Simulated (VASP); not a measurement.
## FePt (Tetraferroplatinum): accuracy against cost in the SCF solver and plane-wave cutoff

How sensitive are energy, pressure and forces of FePt (Tetraferroplatinum) to the SCF solver and plane-wave cutoff? The atoms are off their equilibrium sites, so that forces can be compared too. The series runs use PBE. The SCF solver tried: ALGO = Normal; ALGO = Fast; ALGO = VeryFast; ALGO = All; ALGO = Damped; AMIX = 0.1, BMIX = 0.01; AMIX = 0.8; IMIX = 1, AMIX = 0.2. The plane-wave cutoff tried: ENCUT = 160; ENCUT = 200; ENCUT = 240; ENCUT = 270; ENCUT = 310; ENCUT = 350; ENCUT = 430; ENCUT = 540. The atoms of the start are displaced at random from the sites of a P4/mmm cell.

Main program and level: VASP 6.6.1; PBE, spin-polarised from a ferromagnetic start (one magnetic atom a cell); plane waves and PAW (Fe, Pt).

Report form: the programs' logs are mostly left out.

### 1. The structure

It takes space group P1 (No. 1, triclinic). The conventional cell has a = 2.724 Å, b = 2.724 Å, c = 3.720 Å, α = 90.00°, β = 90.00°, γ = 90.00°. Nearest to Fe lie 8 Pt at 2.62 to 2.74 Å and 4 Fe at 2.72 Å. Nearest to Pt lie 8 Fe at 2.62 to 2.74 Å and 4 Pt at 2.72 Å. Farther neighbours are not listed.

### 2. SCF solver: ALGO = Normal

All solvers should reach one answer; they differ in cycles and robustness. PBE, the usual starting point, adds the gradient of the density.

Contents of INCAR:

```
SYSTEM = FePt
PREC = Accurate
ENCUT = 400
EDIFF = 1E-06
NELM = 100
ISMEAR = -1
SIGMA = 0.05
LREAL = .FALSE.
ALGO = Normal
GGA = PE
NBANDS = 18
ISPIN = 2
MAGMOM = 3 0
LASPH = .TRUE.
LMAXMIX = 4
LORBIT = 11
LWAVE = .FALSE.
LCHARG = .FALSE.
KPAR = 2
ISIF = 2
```

Contents of POSCAR:

```
FePt
1.0
    2.7235000000      0.0000000000      0.0000000000
    0.0000000000      2.7235000000      0.0000000000
    0.0000000000      0.0000000000      3.7200000000
Fe Pt
1 1
Direct
   -0.0034110000     -0.0027260000      0.0021890000
    0.4912170000      0.5190000000      0.5115830000
```

Contents of KPOINTS:

```
Automatic mesh
0
Gamma
7 7 5
0 0 0
```

PAW data sets: Fe and Pt (PBE family, release 64).

Launch:

```
$ mpirun -np 2 vasp_std
```

The job ended after 21 s (2 MPI ranks of Intel Xeon Platinum 8559C (Emerald Rapids), shared host; peak memory 0.33 GiB; 41 s of CPU time).

The cell holds one magnetic atom, so no antiferromagnetic order fits into it. The k-mesh is coarse for a metal.

This step gave:

```yaml
scf_cycles: 15
electrons: 18
bands: 18
irreducible_k_points: 123
symmetry_operations: 1
free_energy_toten: -14.77 eV
energy_at_zero_smearing: -14.77 eV
fermi_energy: 8.692 eV
pressure: 3.260 GPa
moment_of_the_cell_from_the_last_line_of_the_log: 3.257 μB
metallic: yes
```

Spin moment in the PAW sphere by atom:

```csv
atom,spin moment in the PAW sphere (μB)
Fe1,2.92
Pt2,0.31
```

The series starts at -7.3830 eV an atom and 3.26 GPa, after 15 cycles in 21 s.

### 3. SCF solver: ALGO = Fast

Edit INCAR of step 2 so:

```diff
@@ -8,3 +8,3 @@
 LREAL = .FALSE.
-ALGO = Normal
+ALGO = Fast
 GGA = PE
```

POSCAR is that of step 2.

KPOINTS is that of step 2.

Launch:

```
$ mpirun -np 2 vasp_std
```

Run time: 22 s. Hardware: 2 MPI ranks; peak memory 0.35 GiB.

Against the first of the series the energy moves by -0.01 meV an atom and the pressure by +0.14 GPa, after 16 cycles in 22 s.

### 4. SCF solver: ALGO = VeryFast

Edit INCAR of step 3 so:

```diff
@@ -8,3 +8,3 @@
 LREAL = .FALSE.
-ALGO = Fast
+ALGO = VeryFast
 GGA = PE
```

POSCAR is that of step 3.

KPOINTS is that of step 3.

Launch:

```
$ mpirun -np 2 vasp_std
```

Wall time 28 s (2 MPI ranks); peak memory 0.34 GiB.

Against the first of the series the energy stays within 0.01 meV an atom; the pressure moves by -0.06 GPa, after 22 cycles in 28 s.

### 5. SCF solver: ALGO = All

Edit INCAR of step 4 so:

```diff
@@ -8,3 +8,3 @@
 LREAL = .FALSE.
-ALGO = VeryFast
+ALGO = All
 GGA = PE
```

POSCAR is that of step 4.

KPOINTS is that of step 4.

Launch:

```
$ mpirun -np 2 vasp_std
```

Run time: 33 s. Hardware: 2 MPI ranks; peak memory 0.48 GiB.

Against the first of the series the energy moves by -0.01 meV an atom and the pressure by +0.07 GPa, after 26 cycles in 33 s.

### 6. SCF solver: ALGO = Damped

Edit INCAR of step 5 so:

```diff
@@ -8,3 +8,3 @@
 LREAL = .FALSE.
-ALGO = All
+ALGO = Damped
 GGA = PE
```

POSCAR is that of step 5.

KPOINTS is that of step 5.

Launch:

```
$ mpirun -np 2 vasp_std
```

Elapsed: 26 s, on 2 MPI ranks; peak memory 0.48 GiB; 50 s of CPU time.

Against the first of the series the energy moves by -0.01 meV an atom and the pressure by +0.08 GPa, after 26 cycles in 26 s.

### 7. SCF solver: AMIX = 0.1, BMIX = 0.01

Edit INCAR of step 6 so:

```diff
@@ -8,3 +8,3 @@
 LREAL = .FALSE.
-ALGO = Damped
+ALGO = Normal
 GGA = PE
@@ -20 +20,3 @@
 ISIF = 2
+AMIX = 0.1
+BMIX = 0.01
```

POSCAR is that of step 6.

KPOINTS is that of step 6.

Launch:

```
$ mpirun -np 2 vasp_std
```

Run time: 24 s. Hardware: 2 MPI ranks; peak memory 0.34 GiB; 45 s of CPU time.

Against the first of the series the energy stays within 0.01 meV an atom; the pressure moves by +0.09 GPa, after 18 cycles in 24 s.

### 8. SCF solver: AMIX = 0.8

Edit INCAR of step 7 so:

```diff
@@ -20,3 +20,2 @@
 ISIF = 2
-AMIX = 0.1
-BMIX = 0.01
+AMIX = 0.8
```

POSCAR is that of step 7.

KPOINTS is that of step 7.

Launch:

```
$ mpirun -np 2 vasp_std
```

The job ended after 22 s (2 MPI ranks; peak memory 0.33 GiB; 42 s of CPU time).

Against the first of the series the energy stays within 0.01 meV an atom; the pressure moves by +0.08 GPa, after 17 cycles in 22 s.

### 9. SCF solver: IMIX = 1, AMIX = 0.2

Edit INCAR of step 8 so:

```diff
@@ -20,2 +20,3 @@
 ISIF = 2
-AMIX = 0.8
+IMIX = 1
+AMIX = 0.2
```

POSCAR is that of step 8.

KPOINTS is that of step 8.

Launch:

```
$ mpirun -np 2 vasp_std
```

The job ended after 38 s (2 MPI ranks; peak memory 0.34 GiB; 73 s of CPU time).

Against the first of the series the energy stays within 0.01 meV an atom; the pressure moves by +0.24 GPa, after 30 cycles in 38 s.

### 10. The SCF solver series as a table

This step: convergence of PBE results with the solver; plane waves and PAW (VASP 6.6.1).

Derived from the runs above.

Differences are taken from the run with ALGO = Normal. Results of the series, by row:

```csv
setting,status,energy less the reference (meV/atom),pressure (GPa),largest force difference (meV/Å),moment (μB),SCF cycles,wall time (s)
ALGO = Normal,converged,0,3.26,0,3.257,15,21
ALGO = Fast,converged,-0.005225,3.396,0.342,3.256,16,22
ALGO = VeryFast,converged,4.60e-4,3.2,0.405,3.257,22,28
ALGO = All,converged,-0.008065,3.333,0.192,3.257,26,33
ALGO = Damped,converged,-0.00892,3.341,0.033,3.256,26,26
"AMIX = 0.1, BMIX = 0.01",converged,-0.00226,3.349,0.052,3.257,18,24
AMIX = 0.8,converged,-0.004585,3.343,0.142,3.256,17,22
"IMIX = 1, AMIX = 0.2",converged,-0.00377,3.5,0.058,3.257,30,38
```

### 11. Plane-wave cutoff: ENCUT = 160

This step: PBE, spin-polarised from a ferromagnetic start (one magnetic atom a cell); plane waves and PAW (Fe, Pt) (VASP 6.6.1).

The basis grows with ENCUT, and energy and stress both move with it.

Edit INCAR of step 9 so:

```diff
@@ -2,3 +2,3 @@
 PREC = Accurate
-ENCUT = 400
+ENCUT = 160
 EDIFF = 1E-06
@@ -20,3 +20 @@
 ISIF = 2
-IMIX = 1
-AMIX = 0.2
```

POSCAR is that of step 9.

KPOINTS is that of step 9.

Launch:

```
$ mpirun -np 2 vasp_std
```

It took 8.6 s on 2 MPI ranks; peak memory 0.23 GiB.

Numbers from this step:

```
SCF cycles                                        : 16
free energy (TOTEN)                               : -11.03 eV
energy at zero smearing                           : -11.03 eV
Fermi energy                                      : 8.271 eV
pressure                                          : -270.9 GPa
moment of the cell, from the last line of the log : 3.158 μB
```

Spin moment in the PAW sphere by atom:

```csv
atom,spin moment in the PAW sphere (μB)
Fe1,2.93
Pt2,0.40
```

The series starts at -5.5138 eV an atom and -270.89 GPa, after 16 cycles in 8.6 s.

### 12. Plane-wave cutoff: ENCUT = 200

Edit INCAR of step 11 so:

```diff
@@ -2,3 +2,3 @@
 PREC = Accurate
-ENCUT = 160
+ENCUT = 200
 EDIFF = 1E-06
```

POSCAR is that of step 11.

KPOINTS is that of step 11.

Launch:

```
$ mpirun -np 2 vasp_std
```

It took 12 s on 2 MPI ranks; peak memory 0.25 GiB.

Against the run before the energy moves by -1567.66 meV an atom and the pressure by +213.27 GPa, after 15 cycles in 12 s.

### 13. Plane-wave cutoff: ENCUT = 240

Edit INCAR of step 12 so:

```diff
@@ -2,3 +2,3 @@
 PREC = Accurate
-ENCUT = 200
+ENCUT = 240
 EDIFF = 1E-06
```

POSCAR is that of step 12.

KPOINTS is that of step 12.

Launch:

```
$ mpirun -np 2 vasp_std
```

Elapsed: 13 s, on 2 MPI ranks; peak memory 0.26 GiB.

Against the run before the energy moves by -276.51 meV an atom and the pressure by +52.11 GPa, after 15 cycles in 13 s.

### 14. Plane-wave cutoff: ENCUT = 270

Edit INCAR of step 13 so:

```diff
@@ -2,3 +2,3 @@
 PREC = Accurate
-ENCUT = 240
+ENCUT = 270
 EDIFF = 1E-06
```

POSCAR is that of step 13.

KPOINTS is that of step 13.

Launch:

```
$ mpirun -np 2 vasp_std
```

The job ended after 11 s (2 MPI ranks; peak memory 0.27 GiB).

Against the run before the energy moves by -28.56 meV an atom and the pressure by +7.43 GPa, after 15 cycles in 11 s.

### 15. Plane-wave cutoff: ENCUT = 310

Edit INCAR of step 14 so:

```diff
@@ -2,3 +2,3 @@
 PREC = Accurate
-ENCUT = 270
+ENCUT = 310
 EDIFF = 1E-06
```

POSCAR is that of step 14.

KPOINTS is that of step 14.

Launch:

```
$ mpirun -np 2 vasp_std
```

Elapsed: 13 s, on 2 MPI ranks; peak memory 0.3 GiB; 24 s of CPU time.

Against the run before the energy moves by -2.30 meV an atom and the pressure by +1.07 GPa, after 15 cycles in 13 s.

### 16. Plane-wave cutoff: ENCUT = 350

Edit INCAR of step 15 so:

```diff
@@ -2,3 +2,3 @@
 PREC = Accurate
-ENCUT = 310
+ENCUT = 350
 EDIFF = 1E-06
```

POSCAR is that of step 15.

KPOINTS is that of step 15.

Launch:

```
$ mpirun -np 2 vasp_std
```

Elapsed: 19 s, on 2 MPI ranks; peak memory 0.31 GiB.

Against the run before the energy moves by +4.25 meV an atom and the pressure by -0.05 GPa, after 15 cycles in 19 s.

### 17. Plane-wave cutoff: ENCUT = 430

Edit INCAR of step 16 so:

```diff
@@ -2,3 +2,3 @@
 PREC = Accurate
-ENCUT = 350
+ENCUT = 430
 EDIFF = 1E-06
```

POSCAR is that of step 16.

KPOINTS is that of step 16.

Launch:

```
$ mpirun -np 2 vasp_std
```

Run time: 23 s. Hardware: 2 MPI ranks; peak memory 0.36 GiB.

Against the run before the energy moves by +1.73 meV an atom and the pressure by +0.46 GPa, after 15 cycles in 23 s.

### 18. Plane-wave cutoff: ENCUT = 540

Edit INCAR of step 17 so:

```diff
@@ -2,3 +2,3 @@
 PREC = Accurate
-ENCUT = 430
+ENCUT = 540
 EDIFF = 1E-06
```

POSCAR is that of step 17.

KPOINTS is that of step 17.

Launch:

```
$ mpirun -np 2 vasp_std
```

It took 28 s on 2 MPI ranks; peak memory 0.45 GiB; 53 s of CPU time.

Against the run before the energy moves by -0.27 meV an atom and the pressure by +0.06 GPa, after 15 cycles in 28 s.

### 19. The plane-wave cutoff series as a table

This step: convergence of PBE results with the cutoff; plane waves and PAW (VASP 6.6.1).

No new run; the numbers come from the runs before.

Differences are taken from the run with ENCUT = 540. Results of the series, by row:

```csv
setting,status,energy less the reference (meV/atom),pressure (GPa),largest force difference (meV/Å),moment (μB),SCF cycles,wall time (s)
ENCUT = 160,converged,1869,-270.9,71.21,3.159,16,8.6
ENCUT = 200,converged,301.7,-57.62,65.12,3.231,15,12
ENCUT = 240,converged,25.15,-5.509,8.962,3.241,15,12.6
ENCUT = 270,converged,-3.408,1.919,3.182,3.254,15,11.4
ENCUT = 310,converged,-5.706,2.99,2.421,3.258,15,12.8
ENCUT = 350,converged,-1.455,2.943,1.369,3.258,15,19
ENCUT = 430,converged,0.2714,3.404,0.355,3.257,15,23
ENCUT = 540,converged,0,3.468,0,3.257,15,28
```

### 20. What came out

| Item | Value |
| --- | --- |
| fewest SCF cycles | ALGO = Normal (15) |
| most SCF cycles among converged runs | IMIX = 1, AMIX = 0.2 (30) |
| spread of the pressure over the SCF solver | 0.300 GPa |
| spread of the energy over the SCF solver | 0.00938 meV/atom |
| plane-wave cutoff from which the energy stays within 10 meV/atom of the reference | ENCUT = 270 |
| plane-wave cutoff from which the energy stays within 1 meV/atom of the reference | ENCUT = 430 |
| plane-wave cutoff from which the pressure stays within 0.2 GPa of the reference | ENCUT = 430 |
| spread of the pressure over the plane-wave cutoff | 274 GPa |
| spread of the energy over the plane-wave cutoff | 1875 meV/atom |

What this shows: All SCF solvers that converged agree within 0.05 meV an atom. No setting beats the 21 s of ALGO = Normal by a fifth or more; the slowest converged run is IMIX = 1, AMIX = 0.2, at 38 s. On a shared host such times are rough. Yet the pressure of IMIX = 1, AMIX = 0.2 is +0.24 GPa off: EDIFF tests the energy, which is second order in the error of the density, while the stress is first order. From ENCUT = 430 on, the energy stays within 1 meV an atom of the reference, at 82 % of its time. The pressure holds within 0.2 GPa from ENCUT = 430 on. These cutoffs are 0.6 to 2 times the default of the data sets, about 270 eV; at the default the run is off by -3.4 meV an atom, -1.55 GPa, 3.2 meV/Å in forces, and at 1.3 times by -1.5 meV an atom, -0.53 GPa, 1.4 meV/Å in forces. Energy differences between like cells converge faster than these totals. Differences are taken from the run with ENCUT = 540, which is itself not the exact limit. The runs at ENCUT = 160; ENCUT = 200; ENCUT = 240 are over 30 meV an atom or 2 GPa off and describe the material poorly.

[Lines on the potential files, build, host, timing and source positions are cut from VASP's logs without a mark.]

[Logs are printed without paths, hosts, clocks, repeated set-up lines and the standing remarks that a program may print on its own settings, such as how far it seeks lower states.]

[Hosts, paths, dates, database ids (printed as entryN), source tags and the programs' standing remarks are cut or masked in the printed files.]

[A measured line is paired with the nearest computed mode of its activity, which favours agreement.]
